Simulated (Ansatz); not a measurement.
# TiO2 (P1) in Ansatz: settings compared

The runs below take TiO2 through single point, relaxation of cell and atoms, with PBE, BLYP+D3(BJ).

Program: Ansatz 0.2.0. These are calculated values, not measurements. Logs are shortened: lines on timing, memory, paths and dates and some standing lists are left out, and cuts for length are marked.

## 1. Starting point

The typed cell holds 9 atoms: a = 2.968 Å, b = 4.708 Å, c = 7.241 Å, α = 88.08°, β = 78.18°, γ = 90.00°.

The cell comes from a database or a generator and needn't be the stable form of this composition.

## 2. Single point, PBE

File input.yaml:

```yaml
crystal:
  lattice:
    - [2.9682645463, 0.0, 0.0]
    - [0.0002080834, 4.7076067549, 0.0]
    - [1.4835696211, 0.242353462, 7.0834647979]
  atoms:
    - { symbol: Ti, position: [0.00337187, 0.00038881, 0.00070319] }
    - { symbol: Ti, position: [0.34464021, 0.48025965, 0.31695987] }
    - { symbol: Ti, position: [0.66170814, 0.52047436, 0.68449636] }
    - { symbol: O, position: [0.44003816, 0.18543769, 0.1285388] }
    - { symbol: O, position: [0.77792634, 0.29772875, 0.45187807] }
    - { symbol: O, position: [0.10123624, 0.30895342, 0.80624322] }
    - { symbol: O, position: [0.90649721, 0.69183699, 0.19517157] }
    - { symbol: O, position: [0.22940715, 0.70300728, 0.54951473] }
    - { symbol: O, position: [0.56802567, 0.81530006, 0.87282718] }
hamiltonian:
  xc: pbe
  pseudopotentials: { kind: paw }
kpoints:
  mp_grid: { grid: [13, 8, 5] }
scf:
  occupations: { method: fermi_dirac, width: 0.05 }
output:
  forces: true
  stress: true
  eigenvalues: true
```

Potentials or basis: Ansatz PAW.

Run with:

```sh
> ansatz run input.yaml --threads 4 --pin off --max-ram 11264MiB --backend cpu --events-out ev --progress --plain --runs-dir out
```

The program printed:

```text
Warning: RAYON_NUM_THREADS=4 ignored (pool sized by the plan → 4); use --threads N
Engine: ansatz 0.2.0, aarch64-unknown-linux-gnu
Pseudopotentials: kind: paw
Pseudopotential: Ti, paw, valence charge 12, recommended cutoff 420 eV (normal), Ti.paw.azcp
Pseudopotential: O, paw, valence charge 6, recommended cutoff 420 eV (normal), O.paw.azcp
Functional definition: PBE
  parameter kappa = 0.804
  parameter beta = 0.06672455060314922
  exchange = pbe_x(kappa = kappa, mu = beta*pi^2/3)
  correlation = pbe_c(beta = beta)
Crystal: 9 atoms, lattice volume = 98.980 Å³
Basis set: ecut = 420 eV, 1911 PW (Γ), exchange–correlation on 40×64×100 points (8 copies of the dense FFT grid, shifted against one another)
Bands: 45, of which v1, the nominal top of the filled ones, is band 36 counted from 1 (35 counted from 0)
Symmetry: 1 space group operations
Space group: P1 (ITA 1), of the structure as read, at distance tolerance 4.6e-5 Å
k-points: 261 of 520 (time reversal used)
Non-local potential: Ti, projectors of the file, l = 0: 3, l = 1: 2, l = 2: 3, l = 3: 1
Non-local potential: O, projectors of the file, l = 0: 2, l = 1: 2, l = 2: 1
PAW form: soft (Blöchl's): semilocal exchange-correlation on the pseudo side does not see the compensation charge
PAW one-centre angular grid: Ti, 590 points (default); XC on 64 Gauss nodes
PAW one-centre angular grid: O, 110 points (default); XC on 64 Gauss nodes
Initial density: superposition of atomic densities (neutral atoms: chi_scale 0, normalization atom), corrected by the library's trained network
Initial wavefunctions: pseudopotential atomic-orbital guess
Functional: x = pbe(κ = 0.804, μ = 0.2195149727645171), c = pbe(β = 0.06672455060314922)
SCF iter   1: F=—  HF=-10915.746449 eV  |F-HF|=—  |Δ(HF+E_count)|=         —  Δρ=3.34e-3  dr2=8.34e-3  ethr=1.77e-3  ⟨swp⟩=5.2  Hψ=46185  notcnv=0
preconditioner: auto → Resta (q_TF=auto, 2.587 Å⁻¹)  ε∞=8.5  [insulator: Δε(μ)=2.247 eV  Ē_g=9.418 eV  σ=0.050 eV  W_gap=1.00  n_scr=30 (ndim 8)  ℏωp=25.9 eV  f_vac=0.074  D(μ)=0.00/eV (n_scr^D=0)  ε∞_Penn≈8.5]
SCF iter   2: F=—  HF=-10915.747014 eV  |F-HF|=—  |Δ(HF+E_count)|=   5.65e-4  Δρ=1.85e-3  dr2=1.71e-3  ethr=1.16e-5  ⟨swp⟩=2.4  Hψ=18941  notcnv=0
SCF iter   3: F=—  HF=-10915.747378 eV  |F-HF|=—  |Δ(HF+E_count)|=   3.64e-4  Δρ=9.40e-4  dr2=6.54e-4  ethr=2.37e-6  ⟨swp⟩=2.0  Hψ=15979  notcnv=0
automatic band count: iteration 3 solves 44 bands in place of 45: the levels show a gap, and the empty bands left out lie too high to hold charge; the band table lists the bands solved (type scf.n_extra_bands for more)
SCF iter   4: F=—  HF=-10915.747512 eV  |F-HF|=—  |Δ(HF+E_count)|=   1.34e-4  Δρ=2.39e-4  dr2=7.39e-5  ethr=9.08e-7  ⟨swp⟩=2.0  Hψ=15738  notcnv=0
SCF iter   5: F=—  HF=-10915.747578 eV  |F-HF|=—  |Δ(HF+E_count)|=   6.66e-5  Δρ=1.23e-4  dr2=1.41e-5  ethr=1.03e-7  ⟨swp⟩=2.0  Hψ=15931  notcnv=0
SCF iter   6: F=—  HF=-10915.747582 eV  |F-HF|=—  |Δ(HF+E_count)|=   3.91e-6  Δρ=6.13e-5  dr2=4.42e-6  ethr=1.96e-8  ⟨swp⟩=2.0  Hψ=16105  notcnv=0
SCF iter   7: F=—  HF=-10915.747583 eV  |F-HF|=—  |Δ(HF+E_count)|=   4.38e-7  Δρ=2.13e-5  dr2=5.18e-7  ethr=6.14e-9  ⟨swp⟩=2.0  Hψ=15903  notcnv=0
SCF iter   8: F=—  HF=-10915.747583 eV  |F-HF|=—  |Δ(HF+E_count)|=   2.50e-7  Δρ=1.69e-5  dr2=2.86e-7  ethr=7.19e-10  ⟨swp⟩=2.0  Hψ=17499  notcnv=0
SCF iter   9: F=-10915.747583 eV  HF=-10915.747583 eV  |F-HF|=4.33e-9  |Δ(HF+E_count)|=   2.53e-9  Δρ=4.51e-6  dr2=2.05e-8  ethr=1.39e-10  ⟨swp⟩=5.3  Hψ=46946  notcnv=0
SCF 1 converged in 9 iterations: F = -10915.747583 eV  dr2 = 2.05e-8
SCF converged after 9 iterations
Free energy (F): -10915.747583 eV
Harris-Foulkes:  -10915.747583 eV  (|F-HF|=4.33e-9)
Internal energy: -10915.747583 eV  (E = F + TS)
E sigma→0 (E₀):  -10915.747583 eV
Fermi energy:    9.072954 eV
--- Per-component energies (eV) ---
  E_band       = -651.474943
  E_kinetic    = 1870.098688
  E_local      = -5211.276009  (includes V_loc(G=0)·N_el)
  E_nonlocal   = 294.826860
  E_hartree    = 2022.207654
  E_xc         = -739.166366
  E_vxc        = -936.106347  (∫ρ·V_xc dr)
  E_paw        = -4082.805683  (= ΣΔE_a)
  E_vpaw       = -713.443115  (= ΣTr[D̂ρ^β])
  E_aug_tail   = 0.015365  (compensation charges beyond the density's cutoff)
  E_ewald      = -5069.648093
  E_smearing   = -0.000000  (= −TS)
  E_closure    = -0.000000  (closes the sum)
  Σ components = -10915.747583   (vs F -10915.747583, Δ=0.00e0)
--- Forces (eV/Å), atoms counted from 1 ---
  atom   1  Ti     0.00019225    -0.00186990     0.00210347
  atom   2  Ti     0.00367077     0.02028919     0.09387141
  atom   3  Ti     0.00109184    -0.01691839    -0.09768672
  atom   4  O     -0.00119523    -0.00766149     0.02893710
  atom   5  O      0.00753372    -0.11788153     0.01363330
  atom   6  O     -0.00241971    -0.04152624    -0.00968552
  atom   7  O     -0.00013692     0.03986970     0.00922251
  atom   8  O     -0.00388582     0.11684817    -0.01233916
  atom   9  O     -0.00485077     0.00885047    -0.02805621
  max |Σ_I F_I| component: 1.77e-7 eV/Å
--- Stress (GPa, compression-positive) ---
        3.267468      -0.017280       0.007902
       -0.017280       4.045545      -0.114924
        0.007902      -0.114924       3.651602
  P = ⅓ Tr σ = 3.6549 GPa (36.549 kbar)
--- Band table (eV; the first three rows and the last of 261) ---
  k-point 0: bands = ["-48.7226", "-48.5822", "-48.5483", "-25.0148", "-25.0115", "-24.9467", "-24.8343", "-24.8181", "-24.7800", "-24.7058", "-24.6848", "-24.6312", "-9.9385", "-8.9799", "-8.8836", "-8.3945", "-8.3577", "-8.0277", "2.9732", "3.1971", "3.5318", "3.6718", "4.2517", "4.3826", "4.7062", "4.7259", "4.8042", "5.3468", "5.8983", "6.3055", "6.3505", "7.0363", "7.4962", "7.5869", "7.6782", "7.8917", "10.2157", "10.6150", "10.7515", "10.8849", "11.0796", "11.1220", "11.3456", "11.6570"]
  k-point 1: bands = ["-48.7225", "-48.5823", "-48.5482", "-25.0339", "-24.9968", "-24.9356", "-24.8344", "-24.8282", "-24.7722", "-24.7102", "-24.6844", "-24.6315", "-9.8785", "-9.1652", "-8.8442", "-8.3758", "-8.2652", "-8.0488", "2.8559", "3.2081", "3.4087", "3.8947", "4.2575", "4.3767", "4.4348", "4.7104", "5.0882", "5.5045", "5.9561", "6.2723", "6.4786", "7.0753", "7.3669", "7.3843", "7.5086", "7.9532", "10.2762", "10.7258", "10.7382", "10.7750", "11.0183", "11.0661", "11.3374", "11.8118"]
  k-point 2: bands = ["-48.7225", "-48.5824", "-48.5481", "-25.0473", "-24.9888", "-24.9179", "-24.8414", "-24.8345", "-24.7636", "-24.7180", "-24.6839", "-24.6319", "-9.7089", "-9.4472", "-8.8438", "-8.3192", "-8.1549", "-8.0971", "2.6687", "3.2281", "3.5142", "3.9204", "4.1603", "4.2676", "4.3676", "4.6861", "5.5241", "5.8526", "6.0802", "6.2679", "6.6056", "6.7083", "7.1335", "7.1617", "7.5760", "7.8653", "10.3449", "10.6257", "10.7672", "10.9174", "10.9725", "10.9994", "11.2262", "12.0360"]
  k-point 260: bands = ["-48.6841", "-48.5288", "-48.5247", "-25.2642", "-25.1299", "-25.1233", "-24.9000", "-24.8875", "-24.7857", "-24.7634", "-24.7301", "-24.7294", "-8.9307", "-8.8279", "-8.6122", "-8.4673", "-8.3319", "-8.1994", "3.2653", "3.4782", "3.8262", "3.9837", "4.1921", "4.4265", "4.5059", "4.9119", "5.1259", "5.6084", "5.8673", "6.0349", "6.1151", "6.2447", "6.5058", "6.5638", "6.8549", "7.0897", "10.5329", "10.5904", "11.1025", "11.2849", "11.4185", "11.4854", "11.6542", "11.9229"]
```

Wall time 30 s (4 threads of Arm Neoverse V1, shared host); peak memory 1 GiB.

Results:

```
Free energy            : -10915.7476 eV
Pressure               : 3.7 GPa
Largest force          : 0.119 eV/Å
Band gap on the k mesh : 2.26 eV, indirect (least direct gap 2.32 eV)
```

Forces in eV/Å, atoms in the order of the input:
```
Ti   0.000 -0.002  0.002
Ti   0.004  0.020  0.094
Ti   0.001 -0.017 -0.098
O   -0.001 -0.008  0.029
O    0.008 -0.118  0.014
O   -0.002 -0.042 -0.010
O    0.000  0.040  0.009
O   -0.004  0.117 -0.012
O   -0.005  0.009 -0.028
```

Levels at points of the mesh, in eV from the valence-band top:
```csv
k point,band 32,band 33,band 34,band 35,band 36,band 37,band 38,band 39,band 40,band 41
"(0.00, 0.00, 0.00)",-0.92,-0.46,-0.37,-0.28,-0.06,2.26,2.66,2.80,2.93,3.13
"(0.00, -0.50, 0.00)",-1.14,-1.13,-0.93,-0.86,-0.76,2.34,2.70,2.79,2.98,3.09
```

Caveat: odd divisions of the mesh miss points on the zone boundary, where band edges often lie, so the gap on the mesh can be too wide; the pressure holds a Pulay correction of +0.7 GPa for the finite cutoff.

## 3. Relaxation of cell and atoms, BLYP+D3(BJ)

Changes to input.yaml since step 2:

```diff
@@ -16,6 +16,7 @@
 hamiltonian:
-  xc: pbe
+  xc: blyp
   pseudopotentials: { kind: paw }
+  dispersion: d3bj
 kpoints:
-  mp_grid: { grid: [13, 8, 5] }
+  mp_grid: { grid: [9, 6, 4] }
 scf:
@@ -26 +27,5 @@
   eigenvalues: true
+relax:
+  f_tol: 0.01
+  max_steps: 40
+  cell: { stress_tol: 0.05 }
```

Potentials or basis: Ansatz PAW.

Run with:

```sh
> ansatz run input.yaml --threads 4 --pin off --max-ram 11264MiB --backend cpu --events-out ev --progress --plain --runs-dir out
```

Wall time 3.6 min (4 threads of Arm Neoverse V2, shared host); peak memory 0.71 GiB.

The run converged. Its results:

```
Free energy                            : -10951.5875 eV
Relaxed volume                         : 10.91 Å³/atom
Relaxed cell                           : a = 2.973 Å, b = 4.671 Å, c = 7.243 Å, α = 85.87°, β = 78.16°, γ = 90.00°
Space group after relaxing (to 0.05 Å) : C2/m (No. 12)
Energy gained by relaxing              : 2.2 meV/atom
Ionic steps                            : 17
Pressure after relaxing                : 0.0 GPa
Largest force after relaxing           : 0.004 eV/Å
Band gap on the k mesh                 : 2.18 eV, indirect (least direct gap 2.23 eV)
```

Forces in eV/Å, atoms in the order of the input:
```
Ti   0.001  0.000  0.000
Ti   0.000 -0.003 -0.003
Ti   0.000  0.003  0.003
O    0.000  0.003  0.002
O    0.000 -0.001  0.002
O    0.000  0.002 -0.002
O    0.000 -0.002  0.002
O    0.000  0.001 -0.002
O    0.000 -0.003 -0.001
```

The path:
```csv
step,energy change (eV),largest force (eV/Å),volume (Å³)
1,0.0000,0.3484,98.98
2,-0.0161,0.1488,98.53
3,-0.0159,0.3013,98.65
4,-0.0208,0.0341,98.43
5,-0.0211,0.0152,98.40
6,-0.0211,0.0034,98.42
7,-0.0189,0.0037,98.42
8,-0.0195,0.0037,98.35
9,-0.0198,0.0042,98.31
10,-0.0193,0.0042,98.31
11,-0.0197,0.0117,98.26
12,-0.0199,0.0046,98.24
13,-0.0196,0.0046,98.24
14,-0.0199,0.0015,98.20
15,-0.0201,0.0097,98.16
16,-0.0202,0.0042,98.15
17,-0.0199,0.0042,98.15
```

Final structure:
```yaml
crystal:
  lattice:
    - [2.97263, -0.00006, 0.00011]
    - [0.00011, 4.66988, 0.09298]
    - [1.48601, 0.38028, 7.07831]
  atoms:
    - { symbol: Ti, position: [0.00324, 0.00038, 0.00070] }
    - { symbol: Ti, position: [0.34438, 0.45899, 0.31909] }
    - { symbol: Ti, position: [0.66289, 0.54176, 0.68232] }
    - { symbol: O, position: [0.43698, 0.17332, 0.13415] }
    - { symbol: O, position: [0.77256, 0.28629, 0.46304] }
    - { symbol: O, position: [0.09866, 0.32486, 0.81087] }
    - { symbol: O, position: [0.90884, 0.67589, 0.19053] }
    - { symbol: O, position: [0.23489, 0.71446, 0.53837] }
    - { symbol: O, position: [0.57042, 0.82743, 0.86726] }
```

Levels at points of the mesh, in eV from the valence-band top:
| k point | band 33 | band 34 | band 35 | band 36 | band 37 | band 38 | band 39 | band 40 |
| --- | --- | --- | --- | --- | --- | --- | --- | --- |
| (0.00, 0.00, 0.00) | -0.52 | -0.40 | -0.27 | -0.05 | 2.18 | 2.57 | 2.68 | 2.81 |
| (0.00, 0.00, -0.50) | -0.91 | -0.80 | -0.27 | -0.14 | 2.25 | 2.61 | 2.80 | 2.86 |
| (0.00, -0.50, 0.00) | -1.14 | -0.99 | -0.82 | -0.79 | 2.21 | 2.64 | 2.75 | 2.95 |
| (0.00, -0.50, -0.50) | -1.01 | -0.81 | -0.76 | -0.41 | 2.24 | 2.54 | 2.58 | 2.84 |

Caveat: odd divisions of the mesh miss points on the zone boundary, where band edges often lie, so the gap on the mesh can be too wide; the plane-wave basis is chosen anew once the cell has moved, so the energies of steps on either side of that aren't comparable; the pressure holds a Pulay correction of +0.9 GPa for the finite cutoff; the PAW data sets come from PBE, with cores solved anew for the run's functional, which leaves a small shift of forces and pressure. A k mesh can miss the band edges.
